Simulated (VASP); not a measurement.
InPd, 2 atoms in the cell. It takes space group Pm-3m (No. 221, cubic). The conventional cell has a = 3.272 Å, b = 3.272 Å, c = 3.272 Å, α = 90.00°, β = 90.00°, γ = 90.00°. In (site symmetry m-3m) is surrounded by 8 Pd at 2.83 Å. Around Pd (site symmetry m-3m) lie 8 In at 2.83 Å. The cell comes from a database or a generator and needn't be the stable form of this composition.

- Program: VASP 6.6.1
- Task: band structure
- Functional: r2SCAN
- Potentials or basis: VASP PAW PBE potentials, release 64 (In_d, Pd)
- Cutoff: 520 eV
- k mesh: 8 × 8 × 8
- Occupations: fermi-dirac, width 0.05 eV
- Spin: no spin polarisation
- Further INCAR settings: ALGO = Normal; EDIFF = 1e-06

Potentials or basis: VASP PAW PBE potentials, release 64 (In_d, Pd).

The run is started by

```sh
$ cat potpaw_PBE.64/In_d/POTCAR potpaw_PBE.64/Pd/POTCAR > POTCAR
$ mpirun -np 1 vasp_std > vasp.out
```

Hardware: 1 thread of Intel(R) Xeon(R) Platinum 8559C (Emerald Rapids), on a shared host.

How long does it take, and how much memory?

Run time: 46 s on 1 thread of Intel(R) Xeon(R) Platinum 8559C (Emerald Rapids), with other jobs on the host, peak memory 0.16 GiB. Counts: scf iterations 34, k points 35.
